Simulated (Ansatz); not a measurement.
Response of RbBr to small distortions

```xyz
2
Lattice="0.0000 3.4275 3.4275 3.4275 0.0000 3.4275 3.4275 3.4275 0.0000" Properties=species:S:1:pos:R:3 pbc="T T T"
Rb    0.0000    0.0000    0.0000
Br    3.4275    3.4275    3.4275
```

Atoms are numbered in the order listed.

The cell is COD entry 1010048, as deposited and not checked against the literature; nothing was relaxed. It is an old determination, and later ones may differ.

Computed with DFT, PBE, all-electron LAPW, scalar-relativistic in Ansatz 0.2.0.

Sampling and basis: a Γ-centred 7×7×7 k mesh, Fermi–Dirac smearing of 0.03 eV, basis error target 1 meV/atom, no spin polarisation.

The unchanged cell is at 0.99 GPa, so energy changes include a term −P ΔV where the volume moves.

Semilocal functionals give too small gaps.

x, y and z are the Cartesian axes of the cell as listed; fractional coordinates follow a strain, and an engineering shear is twice the off-diagonal strain component.

**Question.** With this change (x and y strained by +3 %, z held), what becomes of the energy and stress and gap?

**Answer.** Energy change -6 meV/atom; stress change (xx, yy, zz, yz, xz, xy) -1.08, -1.08, -0.31, 0.00, 0.00, 0.00 GPa, compression positive; gap on the k mesh 4.36 → 4.20 eV.

**Question.** With this change (x and y strained by -3 %, z held), what becomes of the energy and stress and gap?

**Answer.** Energy change +26 meV/atom; stress change (xx, yy, zz, yz, xz, xy) 1.65, 1.65, 0.34, 0.00, 0.00, 0.00 GPa, compression positive; gap on the k mesh 4.36 → 4.51 eV.

With atom 2 (Br) moved by (0.0000, 0.0000, 0.0300) Å: energy change under 1 meV/atom; stress change (xx, yy, zz, yz, xz, xy) 0.00, 0.00, 0.02, 0.00, 0.00, 0.00 GPa, compression positive; change of the force on Br2 (0.000, 0.000, -0.037) eV/Å; gap on the k mesh 4.36 → 4.36 eV.

**Question.** What force constant does this one finite step give for Br2 along its displacement (all its periodic images move with it)?

**Answer.** k = −ΔF·u/|u|² = 1.24 eV/Å², so the force pulls the atom back.
